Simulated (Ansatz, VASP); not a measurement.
One calculation of ZnSe, two programs

```
Zn Se
1.0
     3.17685    0.00000    0.00000
     0.00000    3.17685    0.00000
     0.00000    0.00000    3.17685
Zn Se
1 1
Direct
  0.00000 0.00000 0.00000
  0.50000 0.50000 0.50000
```

Alike in both runs: functional PBE; k mesh 14 × 14 × 14; occupations fermi-dirac, width 0.05 eV; no spin polarisation.

Ansatz relaxed the structure, and its values are those at the end. VASP's run is a single point on that final structure, the one shown.

|  | VASP | Ansatz |
| --- | --- | --- |
| version | VASP 6.6.1 | Ansatz 0.2.0 |
| potentials or method | VASP PAW PBE potentials, release 64 (Zn, Se), cutoff 520 eV | all-electron LAPW, scalar-relativistic |

```csv
,VASP,Ansatz,Ansatz less VASP
pressure (GPa),15.3,15.0,-0.27
```

Ansatz ran all-electron here, so the differences hold the error of VASP's frozen core and of both bases.

Caveats: so large a pressure means that the cell lies far from this level's equilibrium, or that cutoff or potentials fall short (VASP).
